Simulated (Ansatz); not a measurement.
Relaxation of a periodic cell of 63 atoms, Si (host Si, host structure diamond, one Si atom removed), to a largest force component of 0.03 eV/Å in at most 60 steps.

The calculation used Ansatz 0.2.0, DFT PBE-D3(BJ), scalar-relativistic, plane waves, PAW. Settings: PAW set soft_1, cutoff 420 eV, k mesh 1x1x1, gaussian smearing 0.02 eV, no spin polarisation.

```xyz
63
Lattice="10.8600 0.0000 0.0000 0.0000 10.8600 0.0000 0.0000 0.0000 10.8600" Properties=species:S:1:pos:R:3:forces:R:3
Si 5.430 0.000 0.000 -0.14 -0.14 -0.15
Si 6.787 1.357 1.357 0.02 0.02 0.14
Si 8.145 2.715 0.000 0.00 0.00 0.00
Si 9.502 4.072 1.357 -0.02 -0.02 0.14
Si 8.145 0.000 2.715 -0.03 -0.03 -0.03
Si 9.502 1.357 4.072 -0.03 0.03 0.03
Si 0.000 0.000 0.000 0.14 -0.14 0.15
Si 1.357 1.357 1.357 0.05 0.02 -0.05
Si 2.715 2.715 0.000 0.00 0.00 0.00
Si 4.072 4.072 1.357 -0.05 -0.02 -0.05
Si 5.430 5.430 0.000 -0.14 0.14 0.15
Si 6.787 6.787 1.357 0.02 0.05 -0.05
Si 8.145 8.145 0.000 0.00 0.00 0.00
Si 9.502 9.502 1.357 -0.02 -0.05 -0.05
Si 2.715 0.000 2.715 -0.15 -0.14 -0.14
Si 4.072 1.357 4.072 0.14 0.02 0.02
Si 5.430 2.715 2.715 -0.03 -0.03 -0.03
Si 6.787 4.072 4.072 0.03 -0.03 0.03
Si 8.145 5.430 2.715 0.03 0.03 -0.03
Si 9.502 6.787 4.072 -0.02 -0.14 0.02
Si 5.430 0.000 5.430 -0.03 -0.03 -0.03
Si 6.787 1.357 6.787 0.03 0.03 -0.03
Si 8.145 2.715 5.430 0.00 0.00 0.00
Si 9.502 4.072 6.787 -0.03 -0.03 -0.03
Si 8.145 0.000 8.145 0.03 -0.03 0.03
Si 9.502 1.357 9.502 -0.02 0.02 -0.14
Si 0.000 5.430 0.000 0.14 0.14 -0.15
Si 1.357 6.787 1.357 0.07 0.07 -0.07
Si 4.072 9.502 1.357 -0.07 -0.07 -0.07
Si 0.000 2.715 2.715 0.03 0.03 -0.03
Si 1.357 4.072 4.072 -0.14 -0.02 0.02
Si 2.715 5.430 2.715 0.15 0.14 -0.14
Si 4.072 6.787 4.072 -0.05 0.05 0.02
Si 5.430 8.145 2.715 -0.14 -0.15 -0.14
Si 6.787 9.502 4.072 0.02 0.14 0.02
Si 0.000 0.000 5.430 0.03 -0.03 0.03
Si 1.357 1.357 6.787 -0.14 0.02 -0.02
Si 2.715 2.715 5.430 0.00 0.00 0.00
Si 4.072 4.072 6.787 0.14 -0.02 -0.02
Si 5.430 5.430 5.430 -0.03 0.03 0.03
Si 6.787 6.787 6.787 0.02 -0.14 -0.02
Si 8.145 8.145 5.430 0.00 0.00 0.00
Si 9.502 9.502 6.787 -0.02 0.14 -0.02
Si 2.715 0.000 8.145 0.15 -0.14 0.14
Si 4.072 1.357 9.502 -0.05 0.02 0.05
Si 5.430 2.715 8.145 -0.03 0.03 0.03
Si 6.787 4.072 9.502 0.02 -0.02 -0.14
Si 8.145 5.430 8.145 -0.03 0.03 0.03
Si 9.502 6.787 9.502 -0.02 0.05 0.05
Si 0.000 8.145 2.715 0.14 0.15 -0.14
Si 1.357 9.502 4.072 0.05 -0.05 0.02
Si 0.000 5.430 5.430 0.03 0.03 -0.03
Si 1.357 6.787 6.787 0.05 0.05 -0.02
Si 2.715 8.145 5.430 0.00 0.00 0.00
Si 4.072 9.502 6.787 -0.05 -0.05 -0.02
Si 0.000 2.715 8.145 0.03 -0.03 0.03
Si 1.357 4.072 9.502 0.05 -0.02 0.05
Si 2.715 5.430 8.145 -0.15 0.14 0.14
Si 4.072 6.787 9.502 -0.07 0.07 0.07
Si 5.430 8.145 8.145 -0.14 0.15 0.14
Si 6.787 9.502 9.502 0.02 -0.05 0.05
Si 0.000 8.145 8.145 0.14 -0.15 0.14
Si 1.357 9.502 9.502 0.07 -0.07 0.07
```

Problem. Where does it end, and by what steps?

Solution. The forces met the threshold. Limits of this set-up: coarse k mesh, no spin, though dangling bonds at a vacancy may carry it, a typed lattice constant that wasn't relaxed here. After 3 steps the energy has fallen by 0.080 eV; Si28 moved furthest, 0.13 Å.

```csv
step,energy less start (eV),largest force component (eV/Å),accepted
0,0.0000,0.148,yes
1,-0.0685,0.073,yes
2,-0.0783,0.034,yes
3,-0.0799,0.026,yes
```

```xyz
63
Lattice="10.8600 0.0000 0.0000 0.0000 10.8600 0.0000 0.0000 0.0000 10.8600" Properties=species:S:1:pos:R:3
Si 5.404 -0.026 -0.006
Si 6.776 1.346 1.359
Si 8.145 2.715 0.000
Si 9.514 4.084 1.359
Si 8.141 -0.003 2.712
Si 9.501 1.359 4.074
Si 0.026 -0.026 0.006
Si 1.360 1.357 1.355
Si 2.715 2.715 0.000
Si 4.070 4.073 1.355
Si 5.404 5.456 0.006
Si 6.787 6.790 1.355
Si 8.145 8.145 0.000
Si 9.503 9.500 1.355
Si 2.709 -0.026 2.689
Si 4.074 1.346 4.061
Si 5.427 2.711 2.712
Si 6.789 4.071 4.074
Si 8.149 5.433 2.712
Si 9.514 6.786 4.061
Si 5.427 -0.003 5.426
Si 6.789 1.359 6.786
Si 8.145 2.715 5.430
Si 9.501 4.071 6.786
Si 8.149 -0.003 8.148
Si 9.514 1.346 9.501
Si 0.026 5.456 -0.006
Si 1.431 6.861 1.284
Si 3.999 9.429 1.284
Si 0.003 2.719 2.712
Si 1.356 4.084 4.061
Si 2.721 5.456 2.689
Si 4.070 6.790 4.072
Si 5.404 8.139 2.689
Si 6.776 9.504 4.061
Si 0.003 -0.003 5.434
Si 1.356 1.346 6.799
Si 2.715 2.715 5.430
Si 4.074 4.084 6.799
Si 5.427 5.433 5.434
Si 6.776 6.786 6.799
Si 8.145 8.145 5.430
Si 9.514 9.504 6.799
Si 2.721 -0.026 8.171
Si 4.070 1.357 9.505
Si 5.427 2.719 8.148
Si 6.776 4.084 9.501
Si 8.141 5.433 8.148
Si 9.503 6.790 9.505
Si 0.026 8.151 2.689
Si 1.360 9.500 4.072
Si 0.003 5.433 5.426
Si 1.360 6.790 6.788
Si 2.715 8.145 5.430
Si 4.070 9.500 6.788
Si 0.003 2.711 8.148
Si 1.360 4.073 9.505
Si 2.709 5.456 8.171
Si 3.999 6.861 9.576
Si 5.404 8.151 8.171
Si 6.787 9.500 9.505
Si 0.026 8.139 8.171
Si 1.431 9.429 9.576
```

Whether the end is a true minimum wasn't checked by a vibrational analysis.

Run time: 12 s on 4 threads of Intel(R) Xeon(R) Platinum 8488C (Sapphire Rapids), on a shared host, peak memory 1.1 GiB.
